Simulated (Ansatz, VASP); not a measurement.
# MgS in VASP and in Ansatz

The input INCAR:

```
SYSTEM = MgS
ALGO = Normal
EDIFF = 1E-6
ENCUT = 520
GGA = PE
ISIF = 2
ISMEAR = 0
LASPH = .TRUE.
LCHARG = .FALSE.
LREAL = .FALSE.
LWAVE = .FALSE.
NBANDS = 11
NELM = 100
PREC = Accurate
SIGMA = 0.05
```

The input KPOINTS:

```
k-points
0
G
  8 8 8
  0 0 0
```

File POSCAR:

```
MgS
1.0
    0.0000000000      2.6016500000      2.6016500000
    2.6016500000      0.0000000000      2.6016500000
    2.6016500000      2.6016500000      0.0000000000
Mg S
1 1
Direct
    0.0000000000      0.0000000000      0.0000000000
    0.4663674975      0.4663674975      0.5336325025
```

Input for Ansatz:

```yaml
crystal:
  lattice:
    - [0.0, 2.60165, 2.60165]
    - [2.60165, 0.0, 2.60165]
    - [2.60165, 2.60165, 0.0]
  atoms:
    - { symbol: Mg, position: [0.0, 0.0, 0.0] }
    - { symbol: S, position: [0.4663674975, 0.4663674975, 0.5336325025] }
basis:
  ecutwfc: 420
kpoints:
  mp_grid: { grid: [8, 8, 8] }
hamiltonian:
  xc: pbe
scf:
  occupations: { method: gaussian, width: 0.05 }
output:
  forces: true
  stress: true
  eigenvalues: true
  write_density: true
  write_potential: true
  elf: true
  volumetric_format: npy
```

Change from the starting cell: all S atoms moved +0.175 Å, as atom 2 towards its neighbour atom 1 (Mg) at 2.602 Å.

Alike in both runs: task single point; functional PBE; k mesh 8 × 8 × 8; occupations gaussian, width 0.05 eV; no spin polarisation.

|  | VASP | Ansatz |
| --- | --- | --- |
| version | VASP 6.6.1 | Ansatz 0.2.0 |
| potentials or method | VASP PAW PBE potentials, release 64 (Mg, S) | scalar-relativistic, plane waves, PAW |
| plane-wave cutoff (eV) | 520 | 420 |
| valence electrons in the cell | 8 | 16 |

VASP gave:

```
gap on the k mesh at the Fermi level (eV)       : 2.78
least direct gap on the mesh (eV)               : 3.70
pressure (GPa)                                  : 1.9
largest component of the traceless stress (GPa) : 2.58
rms of the force components (eV/Å)              : 0.336
```

Question: Estimate Ansatz's values.

Answer: gap on the k mesh at the Fermi level (eV): 2.80; least direct gap on the mesh (eV): 3.72; pressure (GPa): 2.2; largest component of the traceless stress (GPa): 2.58; rms of the force components (eV/Å): 0.336.

Atom by atom the forces differ by 0.000 eV/Å (rms over components). The two sets of potentials don't hold the same shells in valence.

A k mesh can miss the band edges.
